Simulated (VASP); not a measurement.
# Ru in VASP: core levels with LDA

Aim: the core levels of Ru with LDA.

Program: VASP 6.6.1. These are calculated values, not measurements. Logs are shortened: lines on timing, memory, paths and dates and some standing lists are left out, and cuts for length are marked.

## (1) Starting point

The cell holds a slab with vacuum, 9 atoms: a = 2.706 Å, b = 2.706 Å, c = 34.528 Å, α = 90.00°, β = 90.00°, γ = 60.00°.

The slab is cut from a database's or a generator's crystal, which needn't be the stable form of the element.

## (2) Core levels, LDA

Input file INCAR:

```
SYSTEM = Ru
PREC = Accurate ; ENCUT = 400
EDIFF = 1E-6 ; ISMEAR = 0
SIGMA = 0.1 ; LREAL = .False.
LASPH = .True. ; NELM = 60
ALGO = Normal ; ISIF = 2
LWAVE = .False. ; LCHARG = .False.
ICORELEVEL = 1
```

Input file KPOINTS:

```
Automatic mesh
0
Gamma
  16 16 1
  0 0 0
```

Input file POSCAR:

```
Ru                                      
1.0
    2.7060000000      0.0000000000      0.0000000000
    1.3530000000      2.3434647426      0.0000000000
    0.0000000000      0.0000000000     34.5280000000
  Ru            
     9
Direct
     0.0000000000000000    1.0000000000000000    0.2587511417451853
     0.3333333332999970    0.3333333332999970    0.3171234348680064
     0.0000000000000000    0.0000000000000000    0.3780512726181197
     0.3333333332999970    0.3333333332999970    0.4392761905040775
     0.0000000000000000    0.0000000000000000    0.5000000000000000
     0.3333333332999970    0.3333333332999970    0.5607238094959225
     0.0000000000000000    0.0000000000000000    0.6219487273818801
     0.3333333332999970    0.3333333332999970    0.6828765651319936
     1.0000000000000000    1.0000000000000000    0.7412488582548143
```

Potentials or basis: VASP PAW LDA potentials, release 64 (Ru_pv).

The run is started by

```bash
$ cat potpaw_LDA.64/Ru_pv/POTCAR > POTCAR
$ mpirun -np 1 vasp_std > vasp.out
```

OUTCAR:

```text
SYSTEM = Ru
   PREC = Accurate
   ENCUT = 400
   EDIFF = 1E-6
   ISMEAR = 0
   LREAL = .False.
   LASPH = .True.
   NELM = 60
   ISIF = 2

 ion  position               nearest neighbor table
   1  0.000  0.000  0.259-   2 2.55   2 2.55   2 2.55
   2  0.333  0.333  0.317-   1 2.55   1 2.55   1 2.55   3 2.62   3 2.62   3 2.62
   3  0.000  0.000  0.378-   2 2.62   2 2.62   2 2.62   4 2.63   4 2.63   4 2.63
   4  0.333  0.333  0.439-   5 2.61   5 2.61   5 2.61   3 2.63   3 2.63   3 2.63
   5  0.000  0.000  0.500-   4 2.61   6 2.61   4 2.61   6 2.61   4 2.61   6 2.61
   6  0.333  0.333  0.561-   5 2.61   5 2.61   5 2.61   7 2.63   7 2.63   7 2.63
   7  0.000  0.000  0.622-   8 2.62   8 2.62   8 2.62   6 2.63   6 2.63   6 2.63
   8  0.333  0.333  0.683-   9 2.55   9 2.55   9 2.55   7 2.62   7 2.62   7 2.62
   9  0.000  0.000  0.741-   8 2.55   8 2.55   8 2.55

  LATTYP: Found a hexagonal cell.
 ALAT       =     2.7060000000
 C/A-ratio  =    12.7597930526

  Lattice vectors:

 A1 = (  -1.3530000000,  -2.3434647426,   0.0000000000)
 A2 = (   2.7060000000,   0.0000000000,   0.0000000000)
 A3 = (   0.0000000000,   0.0000000000,  34.5280000000)

Analysis of symmetry for initial positions (statically):
=====================================================================
 Subroutine PRICEL returns:
 Original cell was already a primitive cell.

 Routine SETGRP: Setting up the symmetry group for a
 hexagonal supercell.

 Subroutine GETGRP returns: Found 12 space group operations
 (whereof 12 operations were pure point group operations)
 out of a pool of 24 trial point group operations.

The static configuration has the point symmetry D_3h.

Analysis of symmetry for dynamics (positions and initial velocities):
=====================================================================
 Subroutine PRICEL returns:
 Original cell was already a primitive cell.

 Routine SETGRP: Setting up the symmetry group for a
 hexagonal supercell.

 Subroutine GETGRP returns: Found 12 space group operations
 (whereof 12 operations were pure point group operations)
 out of a pool of 24 trial point group operations.

The dynamic configuration has the point symmetry D_3h.

 Subroutine INISYM returns: Found 12 space group operations
 (whereof 12 operations are pure point group operations),
 and found     1 'primitive' translations

----------------------------------------------------------------------------------------

                                     Primitive cell

  volume of cell :     218.9564

  direct lattice vectors                    reciprocal lattice vectors
     2.706000000  0.000000000  0.000000000     0.369549150 -0.213359301  0.000000000
     1.353000000  2.343464743  0.000000000     0.000000000  0.426718603  0.000000000
     0.000000000  0.000000000 34.528000000     0.000000000  0.000000000  0.028962002

  length of vectors
     2.706000000  2.706000000 34.528000000     0.426718603  0.426718603  0.028962002

  position of ions in fractional coordinates (direct lattice)
     0.000000000  0.000000000  0.258751142
     0.333333333  0.333333333  0.317123435
     0.000000000  0.000000000  0.378051273
     0.333333333  0.333333333  0.439276191
     0.000000000  0.000000000  0.500000000
     0.333333333  0.333333333  0.560723809
     0.000000000  0.000000000  0.621948727
     0.333333333  0.333333333  0.682876565
     0.000000000  0.000000000  0.741248858

  ion indices of the primitive-cell ions
   primitive index   ion index
                 1           1
                 2           2
                 3           3
                 4           4
                 5           5
                 6           6
                 7           7
                 8           8
                 9           9

----------------------------------------------------------------------------------------

 KPOINTS: Automatic mesh

Automatic generation of k-mesh.
 Grid dimensions read from file:
 generate k-points for:   16   16    1

 Generating k-lattice:

  Cartesian coordinates                     Fractional coordinates (reciprocal lattice)
     0.023096822 -0.013334956  0.000000000     0.062500000  0.000000000  0.000000000
     0.000000000  0.026669913  0.000000000     0.000000000  0.062500000  0.000000000
     0.000000000  0.000000000  0.028962002     0.000000000  0.000000000  1.000000000

  Length of vectors
     0.026669913  0.026669913  0.028962002

  Shift w.r.t. Gamma in fractional coordinates (k-lattice)
     0.000000000  0.000000000  0.000000000

 Subroutine IBZKPT returns following result:
 ===========================================

 Found     30 irreducible k-points:

 Following reciprocal coordinates:
            Coordinates               Weight
  0.000000  0.000000  0.000000      1.000000
  0.062500  0.000000  0.000000      6.000000
  0.125000  0.000000  0.000000      6.000000
  0.187500  0.000000  0.000000      6.000000
  0.250000  0.000000  0.000000      6.000000
  0.312500  0.000000  0.000000      6.000000
[... 16 lines left out ...]
  0.375000  0.187500  0.000000      6.000000
  0.437500  0.187500  0.000000     12.000000
 [... further k-points ...]
   k-points           NKPTS =     30   k-points in BZ     NKDIM =     30   number of bands    NBANDS=     75
   number of dos      NEDOS =    301   number of ions     NIONS =      9
   total plane-waves  NPLWV =  77760
   dimension x,y,z NGX =    18 NGY =   18 NGZ =  240
   dimension x,y,z NGXF=    36 NGYF=   36 NGZF=  480
   ions per type =               9
   NGX,Y,Z   is equivalent  to a cutoff of  11.06, 11.06, 11.56 a.u.
   NGXF,Y,Z  is equivalent  to a cutoff of  22.12, 22.12, 23.11 a.u.
 SYSTEM =  Ru
   PREC   = accura    normal or accurate (medium, high low for compatibility)
   ISTART =      0    job   : 0-new  1-cont  2-samecut
   ICHARG =      2    charge: 1-file 2-atom 10-const
   ISPIN  =      1    spin polarized calculation?
   LNONCOLLINEAR =      F non collinear calculations
   LSORBIT =      F    spin-orbit coupling
   LASPH  =      T    aspherical Exc in radial PAW
   ENCUT  =  400.0 eV  29.40 Ry    5.42 a.u.   4.41  4.41 56.31*2*pi/ulx,y,z
   NELM   =     60;   NELMIN=  2; NELMDL= -5     # of ELM steps
   EDIFF  = 0.1E-05   stopping-criterion for ELM
   LREAL  =      F    real-space projection
   EDIFFG = 0.1E-04   stopping-criterion for IOM
   NSW    =      0    number of steps for IOM
   IBRION =     -1    ionic relax: 0-MD 1-quasi-New 2-CG
   NFREE  =      0    steps in history (QN), initial steepest desc. (CG)
   ISIF   =      2    stress and relaxation
   ISYM   =      2    0-nonsym 1-usesym 2-fastsym
   POTIM  = 0.5000    time-step for ionic-motion
   TEBEG  =    0.0;   TEEND  =   0.0 temperature during run
   PSTRESS=    0.0 pullay stress
   NELECT =     126.0000    total number of electrons
   NUPDOWN=      -1.0000    fix difference up-down
   EMIN   =  10.00;   EMAX   =-10.00  energy-range for DOS
   EFERMI =   0.00;   METHOD = LEGACY
   ISMEAR =     0;   SIGMA  =   0.10  broadening in eV -4-tet -1-fermi 0-gaus
   EFERMI_NEDOS =   21; number of points for ismear=-14 and -15
   IALGO  =     38    algorithm
   IMIX   =      4    mixing-type and parameters
     AMIX     =   0.40;   BMIX     =  1.00
     AMIX_MAG =   1.60;   BMIX_MAG =  1.00
  volume/ion in A,a.u.               =      24.33       164.18
  Fermi-wavevector in a.u.,A,eV,Ry     =   1.361693  2.573226 25.228021  1.854207
  Thomas-Fermi vector in A             =   2.488247
   LORBIT       =      0    0 simple, 1 ext, 2 COOP (PROOUT), +10 PAW based schemes
   GGA     = CA    functional components
   LHFCALC =     F    Hartree Fock is set to
   AEXX    =    0.0000 exact exchange contribution
   IVDW    =     0    specifies the selected vdW correction
   LEPSILON=     F    determine dielectric tensor
   LRPA    =     F    only Hartree local field effects (RPA)
 non-spin polarized calculation
 Gauss-broadening in eV      SIGMA  =   0.10
  energy-cutoff  :      400.00
  volume of cell :      218.96
 maximum number of plane-waves:      4063
 NGX is ok and might be reduce to    18
   NGX =  9   NGY =  9   NGZ =113

 number of electron     125.9999962 magnetization

 Free energy of the ion-electron system (eV)
  ---------------------------------------------------
  ext. energy  EPLUGINS =         0.00000000
  ---------------------------------------------------
  free energy    TOTEN  =       -93.65762443 eV

  energy without entropy =      -93.61052178  energy(sigma->0) =      -93.63407310

 the core state eigenenergies are
   1-  1s -21805.2116  2s  -3132.3704  2p  -2809.3264  3s   -544.4180  3p   -437.8208
       3d   -265.1622  4s    -67.5547
   2-  1s -21805.5713  2s  -3132.8135  2p  -2809.7610  3s   -544.8641  3p   -438.2666
       3d   -265.6126  4s    -68.0173
   3-  1s -21805.3604  2s  -3132.5882  2p  -2809.5371  3s   -544.6389  3p   -438.0414
       3d   -265.3866  4s    -67.7901
   4-  1s -21805.3767  2s  -3132.6061  2p  -2809.5549  3s   -544.6551  3p   -438.0576
       3d   -265.4030  4s    -67.8028
   5-  1s -21805.4364  2s  -3132.6690  2p  -2809.6176  3s   -544.7160  3p   -438.1186
       3d   -265.4644  4s    -67.8601
   6-  1s -21805.3767  2s  -3132.6061  2p  -2809.5549  3s   -544.6551  3p   -438.0576
       3d   -265.4030  4s    -67.8028
   7-  1s -21805.3604  2s  -3132.5882  2p  -2809.5371  3s   -544.6389  3p   -438.0414
       3d   -265.3866  4s    -67.7901
   8-  1s -21805.5713  2s  -3132.8135  2p  -2809.7610  3s   -544.8641  3p   -438.2666
       3d   -265.6126  4s    -68.0173
   9-  1s -21805.2116  2s  -3132.3704  2p  -2809.3264  3s   -544.4180  3p   -437.8208
       3d   -265.1622  4s    -67.5547

 E-fermi :   4.8035     XC(G=0):  -8.5458

 val. band max:        4.7858415229   @ k =  -0.4375   0.1250   0.0000
 cond. band min:       4.8181294470   @ k =   0.1875   0.0625   0.0000
 fundamental gap:      0.0322879241
 Fermi energy:         4.8035208759

 k-point     1 :       0.0000    0.0000    0.0000
  band No.  band energies     occupation
      1     -38.8112      2.00000
      2     -38.7682      2.00000
      3     -38.6246      2.00000
      4     -38.3592      2.00000
      5     -38.1101      2.00000
      6     -37.9077      2.00000
[... 67 lines left out ...]
     74       5.7812      0.00000
     75       5.8265      0.00000

 k-point     2 :       0.0625    0.0000    0.0000
  band No.  band energies     occupation
      1     -38.7982      2.00000
      2     -38.7575      2.00000
      3     -38.6176      2.00000
      4     -38.3605      2.00000
      5     -38.1251      2.00000
      6     -37.9565      2.00000
[... 67 lines left out ...]
     74       5.5606      0.00000
     75       5.7814      0.00000

 k-point     3 :       0.1250    0.0000    0.0000
  band No.  band energies     occupation
      1     -38.7603      2.00000
      2     -38.7269      2.00000
      3     -38.5984      2.00000
      4     -38.3686      2.00000
      5     -38.1777      2.00000
      6     -38.0575      2.00000
[... 1627 lines left out ...]
     74       6.6887      0.00000
     75       6.8006      0.00000

 k-point    24 :       0.4375    0.1875    0.0000
  band No.  band energies     occupation
      1     -38.6057      2.00000
      2     -38.6011      2.00000
      3     -38.5719      2.00000
      4     -38.5598      2.00000
      5     -38.4931      2.00000
      6     -38.4709      2.00000
[... 67 lines left out ...]
     74       7.5425      0.00000
     75       7.7302      0.00000

 [... further k-points ...]

------------------------ aborting loop because EDIFF is reached ----------------------------------------

  FORCE on cell =-STRESS in cart. coord.  units (eV):
  Direction    XX          YY          ZZ          XY          YZ          ZX
  --------------------------------------------------------------------------------------
  -------------------------------------------------------------------------------------
  Total       -8.9817867     -8.9817867     -0.8476960     -0.0000000     -0.0000000      0.0000000
  in kB      -65.7227432    -65.7227432     -6.2028758     -0.0000000     -0.0000000      0.0000000
  external PRESSURE =     -45.8827874 kB  Pullay stress =       0.0000000 kB

 VOLUME and BASIS-vectors are now :
 -----------------------------------------------------------------------------
  energy-cutoff  :      400.00
  volume of cell :      218.96
      direct lattice vectors                 reciprocal lattice vectors
     2.706000000  0.000000000  0.000000000     0.369549150 -0.213359301  0.000000000
     1.353000000  2.343464743  0.000000000     0.000000000  0.426718603  0.000000000
     0.000000000  0.000000000 34.528000000     0.000000000  0.000000000  0.028962002

 POSITION                                       TOTAL-FORCE (eV/Angst)
 -----------------------------------------------------------------------------------
      0.00000      0.00000      8.93416         0.000000      0.000000     -0.000661
      1.35300      0.78115     10.94964        -0.000000      0.000000      0.002693
      0.00000      0.00000     13.05335         0.000000     -0.000000      0.002188
      1.35300      0.78115     15.16733         0.000000     -0.000000      0.004081
      0.00000      0.00000     17.26400        -0.000000     -0.000000      0.000000
      1.35300      0.78115     19.36067         0.000000     -0.000000     -0.004081
      0.00000      0.00000     21.47465        -0.000000     -0.000000     -0.002188
      1.35300      0.78115     23.57836        -0.000000      0.000000     -0.002693
      0.00000      0.00000     25.59384         0.000000      0.000000      0.000661
 -----------------------------------------------------------------------------------
    total drift:                                0.000000      0.000000      0.000000

  FREE ENERGIE OF THE ION-ELECTRON SYSTEM (eV)
  ---------------------------------------------------
  free  energy   TOTEN  =       -93.6576244263 eV

  energy  without entropy=      -93.6105217832  energy(sigma->0) =      -93.63407310
```

It took 13 min on 1 thread of Intel Xeon 6975P-C (Granite Rapids), shared host; peak memory 0.36 GiB.

Results:

```
Free energy            : -93.6576 eV
Largest force          : 0.004 eV/Å
Band gap on the k mesh : none (metal or under the smearing width)
```

Forces in eV/Å, atoms in the order of the input:
```
Ru   0.000  0.000 -0.001
Ru   0.000  0.000  0.003
Ru   0.000  0.000  0.002
Ru   0.000  0.000  0.004
Ru   0.000  0.000  0.000
Ru   0.000  0.000 -0.004
Ru   0.000  0.000 -0.002
Ru   0.000  0.000 -0.003
Ru   0.000  0.000  0.001
```

Core levels (eV, on the scale of the bands):
```
atom                                                                          levels
1 Ru  1s -21805.2, 2s -3132.4, 2p -2809.3, 3s -544.4, 3p -437.8, 3d -265.2, 4s -67.6
2 Ru  1s -21805.6, 2s -3132.8, 2p -2809.8, 3s -544.9, 3p -438.3, 3d -265.6, 4s -68.0
3 Ru  1s -21805.4, 2s -3132.6, 2p -2809.5, 3s -544.6, 3p -438.0, 3d -265.4, 4s -67.8
4 Ru  1s -21805.4, 2s -3132.6, 2p -2809.6, 3s -544.7, 3p -438.1, 3d -265.4, 4s -67.8
5 Ru  1s -21805.4, 2s -3132.7, 2p -2809.6, 3s -544.7, 3p -438.1, 3d -265.5, 4s -67.9
6 Ru  1s -21805.4, 2s -3132.6, 2p -2809.6, 3s -544.7, 3p -438.1, 3d -265.4, 4s -67.8
```
